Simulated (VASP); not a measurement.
# K (Im-3m) in VASP: notebook

The runs below take K through single point, with r2SCAN.

Everything below comes from runs of VASP 6.6.1. Logs are shortened: lines on timing, memory, paths and dates and some standing lists are left out, and cuts for length are marked.

## 1. The structure

It takes space group Im-3m (No. 229, cubic). Conventional cell: a = 5.395 Å, b = 5.395 Å, c = 5.395 Å, α = 90.00°, β = 90.00°, γ = 90.00°.

## 2. Single point, r2SCAN

Contents of INCAR:

```
SYSTEM = K
ADDGRID = .False.
ALGO = Normal
EDIFF = 0.001
ENCUT = 450
ISIF = 2
ISMEAR = -1
LASPH = .True.
LCHARG = .False.
LMIXTAU = .True.
LREAL = .False.
LWAVE = .False.
METAGGA = R2SCAN
NBANDS = 10
NELM = 100
PREC = Accurate
SIGMA = 0.15
```

Contents of KPOINTS:

```
k-points
0
Gamma
  4 4 4
  0 0 0
```

Contents of POSCAR:

```
K
1.0
   -2.6975585167      2.6975585167      2.6975585167
    2.6975585167     -2.6975585167      2.6975585167
    2.6975585167      2.6975585167     -2.6975585167
K
1
Direct
    0.0000000000      0.0000000000      0.0000000000
```

Potentials or basis: VASP PAW PBE potentials, release 64 (K_pv).

Started as:

```
$ cat potpaw_PBE.64/K_pv/POTCAR > POTCAR
$ mpirun -np 1 vasp_std > vasp.out
```

OUTCAR:

```text
SYSTEM = K
   EDIFF = 0.001
   ENCUT = 450
   ISIF = 2
   ISMEAR = -1
   LASPH = .True.
   LREAL = .False.
   METAGGA = R2SCAN
   NELM = 100
   PREC = Accurate

 Found      8 irreducible k-points:

 Following reciprocal coordinates:
            Coordinates               Weight
  0.000000  0.000000  0.000000      1.000000
  0.250000  0.000000  0.000000     12.000000
  0.500000  0.000000  0.000000      6.000000
  0.250000  0.250000  0.000000     24.000000
  0.250000  0.250000  0.250000      2.000000
 -0.250000  0.250000  0.250000      6.000000
   k-points           NKPTS =      8   k-points in BZ     NKDIM =      8   number of bands    NBANDS=     10
   number of dos      NEDOS =    301   number of ions     NIONS =      1
   total plane-waves  NPLWV =  32768
   dimension x,y,z NGX =    32 NGY =   32 NGZ =   32
   dimension x,y,z NGXF=    64 NGYF=   64 NGZF=   64
   ions per type =               1
   NGX,Y,Z   is equivalent  to a cutoff of  11.39, 11.39, 11.39 a.u.
   NGXF,Y,Z  is equivalent  to a cutoff of  22.77, 22.77, 22.77 a.u.
 SYSTEM =  K
   PREC   = accura    normal or accurate (medium, high low for compatibility)
   ISTART =      0    job   : 0-new  1-cont  2-samecut
   ICHARG =      2    charge: 1-file 2-atom 10-const
   ISPIN  =      1    spin polarized calculation?
   LNONCOLLINEAR =      F non collinear calculations
   LSORBIT =      F    spin-orbit coupling
   LASPH  =      T    aspherical Exc in radial PAW
   ENCUT  =  450.0 eV  33.07 Ry    5.75 a.u.   8.08  8.08  8.08*2*pi/ulx,y,z
   NELM   =    100;   NELMIN=  2; NELMDL= -5     # of ELM steps
   EDIFF  = 0.1E-02   stopping-criterion for ELM
   LREAL  =      F    real-space projection
   EDIFFG = 0.1E-01   stopping-criterion for IOM
   NSW    =      0    number of steps for IOM
   IBRION =     -1    ionic relax: 0-MD 1-quasi-New 2-CG
   NFREE  =      0    steps in history (QN), initial steepest desc. (CG)
   ISIF   =      2    stress and relaxation
   ISYM   =      2    0-nonsym 1-usesym 2-fastsym
   POTIM  = 0.5000    time-step for ionic-motion
   TEBEG  =    0.0;   TEEND  =   0.0 temperature during run
   PSTRESS=    0.0 pullay stress
   NELECT =       7.0000    total number of electrons
   NUPDOWN=      -1.0000    fix difference up-down
   EMIN   =  10.00;   EMAX   =-10.00  energy-range for DOS
   EFERMI =   0.00;   METHOD = LEGACY
   ISMEAR =    -1;   SIGMA  =   0.15  broadening in eV -4-tet -1-fermi 0-gaus
   EFERMI_NEDOS =   21; number of points for ismear=-14 and -15
   IALGO  =     38    algorithm
   IMIX   =      4    mixing-type and parameters
     AMIX     =   0.40;   BMIX     =  1.00
     AMIX_MAG =   1.60;   BMIX_MAG =  1.00
  volume/ion in A,a.u.               =      78.52       529.87
  Fermi-wavevector in a.u.,A,eV,Ry     =   0.731335  1.382024  7.277097  0.534852
  Thomas-Fermi vector in A             =   1.823527
   LORBIT       =      0    0 simple, 1 ext, 2 COOP (PROOUT), +10 PAW based schemes
   METAGGA = R2SCAN    functional components
   LHFCALC =     F    Hartree Fock is set to
   AEXX    =    0.0000 exact exchange contribution
   IVDW    =     0    specifies the selected vdW correction
   LEPSILON=     F    determine dielectric tensor
   LRPA    =     F    only Hartree local field effects (RPA)
 non-spin polarized calculation
  energy-cutoff  :      450.00
  volume of cell :       78.52
 maximum number of plane-waves:      1724
   NGX = 17   NGY = 17   NGZ = 17

 number of electron       7.0000001 magnetization

 Free energy of the ion-electron system (eV)
  ---------------------------------------------------
  ext. energy  EPLUGINS =         0.00000000
  ---------------------------------------------------
  free energy    TOTEN  =        -5.98504171 eV

  energy without entropy =       -5.89986196  energy(sigma->0) =       -5.94245183

 E-fermi :  -1.2239     XC(G=0):  -5.7412

 val. band max:       -1.2443933408   @ k =   0.2500   0.2500   0.0000
 cond. band min:      -0.6681153801   @ k =   0.5000   0.0000   0.0000
 fundamental gap:      0.5762779607
 Fermi energy:        -1.2239159476

 k-point     1 :       0.0000    0.0000    0.0000
  band No.  band energies     occupation
      1     -17.4851      2.00000
      2     -17.4851      2.00000
      3     -17.4850      2.00000
      4      -3.3764      2.00000
      5       3.4664      0.00000
      6       3.4671      0.00000
      7       3.4671      0.00000
      8       4.4322      0.00000
      9       4.4322      0.00000
     10       6.8890      0.00000

 k-point     2 :       0.2500    0.0000    0.0000
  band No.  band energies     occupation
      1     -17.5128      2.00000
      2     -17.4944      2.00000
      3     -17.4851      2.00000
      4      -2.6226      1.99982
      5       1.8914      0.00000
      6       2.7052      0.00000
      7       4.0670      0.00000
      8       4.2349      0.00000
      9       4.3104      0.00000
     10       6.5494      0.00000

 k-point     3 :       0.5000    0.0000    0.0000
  band No.  band energies     occupation
      1     -17.5401      2.00000
      2     -17.5038      2.00000
      3     -17.4850      2.00000
      4      -0.6681      0.04800
      5      -0.5869      0.02822
      6       2.2115      0.00000
      7       4.0596      0.00000
      8       4.8350      0.00000
      9       5.0853      0.00000
     10       5.4212      0.00000

 k-point     4 :       0.2500    0.2500    0.0000
  band No.  band energies     occupation
      1     -17.5300      2.00000
      2     -17.5082      2.00000
      3     -17.4908      2.00000
      4      -1.2444      1.06815
      5       0.7383      0.00000
      6       1.3202      0.00000
      7       3.8226      0.00000
      8       4.2426      0.00000
      9       5.0458      0.00000
     10       6.0732      0.00000

 k-point     5 :       0.2500    0.2500    0.2500
  band No.  band energies     occupation
      1     -17.5119      2.00000
      2     -17.5119      2.00000
      3     -17.5118      2.00000
      4       0.2900      0.00008
      5       0.2909      0.00008
      6       0.2909      0.00008
      7       2.0838      0.00000
      8       5.1915      0.00000
      9       5.1915      0.00000
     10       6.4683      0.00000

 k-point     6 :      -0.2500    0.2500    0.2500
  band No.  band energies     occupation
      1     -17.5135      2.00000
      2     -17.5045      2.00000
      3     -17.5044      2.00000
      4      -1.9133      1.98001
      5       1.8348      0.00000
      6       2.5017      0.00000
      7       2.5023      0.00000
      8       4.2255      0.00000
      9       4.4059      0.00000
     10       5.7957      0.00000

 [... further k-points ...]

------------------------ aborting loop because EDIFF is reached ----------------------------------------

  FORCE on cell =-STRESS in cart. coord.  units (eV):
  Direction    XX          YY          ZZ          XY          YZ          ZX
  --------------------------------------------------------------------------------------
  -------------------------------------------------------------------------------------
  Total        0.0136981      0.0136981      0.0136981      0.0000000      0.0000000     -0.0000000
  in kB        0.2795099      0.2795099      0.2795099      0.0000000      0.0000000     -0.0000000
  external PRESSURE =       0.2795099 kB  Pullay stress =       0.0000000 kB

 VOLUME and BASIS-vectors are now :
 -----------------------------------------------------------------------------
  energy-cutoff  :      450.00
  volume of cell :       78.52
      direct lattice vectors                 reciprocal lattice vectors
    -2.697558517  2.697558517  2.697558517     0.000000000  0.185352791  0.185352791
     2.697558517 -2.697558517  2.697558517     0.185352791  0.000000000  0.185352791
     2.697558517  2.697558517 -2.697558517     0.185352791  0.185352791  0.000000000

 POSITION                                       TOTAL-FORCE (eV/Angst)
 -----------------------------------------------------------------------------------
      0.00000      0.00000      0.00000         0.000000     -0.000000     -0.000000
 -----------------------------------------------------------------------------------
    total drift:                                0.000000      0.000000     -0.000000

  FREE ENERGIE OF THE ION-ELECTRON SYSTEM (eV)
  ---------------------------------------------------
  free  energy   TOTEN  =        -5.9850417059 eV

  energy  without entropy=       -5.8998619605  energy(sigma->0) =       -5.94245183
```

stdout:

```text
POSCAR found type information on POSCAR K
 POSCAR found :  1 types and       1 ions
 scaLAPACK will be used
 -----------------------------------------------------------------------------
|                                                                             |
|                                                                             |
|     You enforced a specific xc type in the INCAR file but a different       |
|     I HOPE YOU KNOW WHAT YOU ARE DOING!                                     |
|                                                                             |
 -----------------------------------------------------------------------------

 LDA part: xc-table for (None), standard interpolation
 POSCAR, INCAR and KPOINTS ok, starting setup
 FFT: planning ... GRIDC
 FFT: planning ... GRID_SOFT
 FFT: planning ... GRID
 WAVECAR not read
 entering main loop
```

Run time: 16 s. Hardware: 1 thread of Intel Xeon Platinum 8559C (Emerald Rapids), shared host; peak memory 0.18 GiB.

These settings aren't checked as converged: the numbers below hold their error.

What came out:

```
Free energy            : -5.9850 eV
Pressure               : 0.0 GPa
Band gap on the k mesh : none (metal or under the smearing width)
```

Caveat: the k mesh is coarse (spacing up to 0.41 Å⁻¹), so the values aren't converged; the PAW data sets were made with another functional, which shifts forces and pressure a little.

## 3. Single point, r2SCAN

INCAR is that of step 2.

KPOINTS is that of step 2.

Contents of POSCAR:

```
K
1.0
   -2.6491090000      2.6630490000      2.6437420000
    2.6773590000     -2.6874940000      2.6964360000
    2.7342160000      2.7726000000     -2.6681870000
K
1
Direct
   -0.0060180000      0.0074470000      0.0002300000
```

Potentials or basis: VASP PAW PBE potentials, release 64 (K_pv).

Started as:

```
$ cat potpaw_PBE.64/K_pv/POTCAR > POTCAR
$ mpirun -np 1 vasp_std > vasp.out
```

Wall time 52 s (1 thread of Intel Xeon Platinum 8559C (Emerald Rapids), shared host); peak memory 0.19 GiB.

These settings aren't checked as converged: the numbers below hold their error.

Results:

* Free energy: -5.9863 eV
* Pressure: 0.0 GPa
* Band gap on the k mesh: none (metal or under the smearing width)

Caveat: the k mesh is coarse (spacing up to 0.41 Å⁻¹), so the values aren't converged; the PAW data sets were made with another functional, which shifts forces and pressure a little.

## 4. Single point, r2SCAN

Edit INCAR of step 3 so:

```diff
@@ -3,3 +3,3 @@
 ALGO = Normal
-EDIFF = 0.001
+EDIFF = 1E-4
 ENCUT = 450
```

KPOINTS is that of step 3.

Contents of POSCAR:

```
K
1.0
   -2.6975585167      2.6975585167      2.6975585167
    2.6975585167     -2.6975585167      2.6975585167
    2.6975585167      2.6975585167     -2.6975585167
K
1
Direct
    0.0000000000      0.0000000000      0.0000000000
```

Started as:

```
$ cat potpaw_PBE.64/K_pv/POTCAR > POTCAR
$ mpirun -np 1 vasp_std > vasp.out
```

Wall time 19 s (1 thread of Intel Xeon Platinum 8559C (Emerald Rapids), shared host); peak memory 0.18 GiB.

The run converged, but some of its settings lie outside the range that counts as converged, so its numbers aren't taken as properties of the crystal.

Results:

```
Free energy            : -5.9752 eV
Pressure               : 0.0 GPa
Band gap on the k mesh : none (metal or under the smearing width)
```

Caveat: the k mesh is coarse (spacing up to 0.41 Å⁻¹), so the values aren't converged; the PAW data sets were made with another functional, which shifts forces and pressure a little.

## 5. Single point, r2SCAN

INCAR is that of step 4.

KPOINTS is that of step 4.

Contents of POSCAR:

```
K
1.0
   -2.6491090000      2.6630490000      2.6437420000
    2.6773590000     -2.6874940000      2.6964360000
    2.7342160000      2.7726000000     -2.6681870000
K
1
Direct
   -0.0060180000      0.0074470000      0.0002300000
```

Started as:

```
$ cat potpaw_PBE.64/K_pv/POTCAR > POTCAR
$ mpirun -np 1 vasp_std > vasp.out
```

Run time: 49 s. Hardware: 1 thread of Intel Xeon Platinum 8559C (Emerald Rapids), shared host; peak memory 0.19 GiB.

These settings aren't checked as converged: the numbers below hold their error.

Results:

```
Free energy            : -5.9760 eV
Pressure               : 0.0 GPa
Band gap on the k mesh : none (metal or under the smearing width)
```

Caveat: the k mesh is coarse (spacing up to 0.41 Å⁻¹), so the values aren't converged; the PAW data sets were made with another functional, which shifts forces and pressure a little.
